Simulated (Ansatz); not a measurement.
# Does disorder add resistance in series? Pt(111) layers with 12.5 % Mo

Two lengths of the disordered region are known. What area resistance does the third give?

Set-up. Ansatz 0.2.0, plane waves with PAW datasets at their recommended cutoffs (420 eV for most), Fermi-Dirac smearing; ballistic transmission by layer matching. The area resistance is RA = A (h/2e²)(1/T − 1/N), with T the zone-mean transmission per spin and N the lead's channels, both averaged over a few energies near the Fermi level; for magnets each spin is taken apart, with h/e², and the two conduct in parallel. Lateral cell 2x2, PBE, a fresh random draw for each length.

The runs, with one result withheld:

| length (Å) | channels N | RA (fΩ m²) |
| --- | --- | --- |
| 9.06 | 6.793 | 0.628 |
| 18.1 | 6.737 | 1.02 |
| 27.2 | 6.747 | ? |

**Fit on the rows shown.**

Ohm's law makes RA linear in the length: the slope is (1.02 − 0.628)/(18.1 − 9.06) = 0.0431 fΩ m² per Å, or 43 µΩ cm. Then 1.02 + 0.0431 × 9.06. Predicted: 1.41 fΩ m².

Check against the run:

1.56 fΩ m², so the prediction is 9.6 % too low. The three lengths together give 51 µΩ cm. The two increments are 0.39 and 0.54 fΩ m²; with one draw for each length, their difference can't be told from scatter.

**Limits.** The scatterers repeat sideways with the small cell. The slope is a raw one; a model of isotropic scattering puts it 1.00 times the bulk value over these lengths. Atoms sit unrelaxed on the host's lattice, and the pair may not mix at random in practice. Spin-orbit coupling is left out, which matters for Pt.
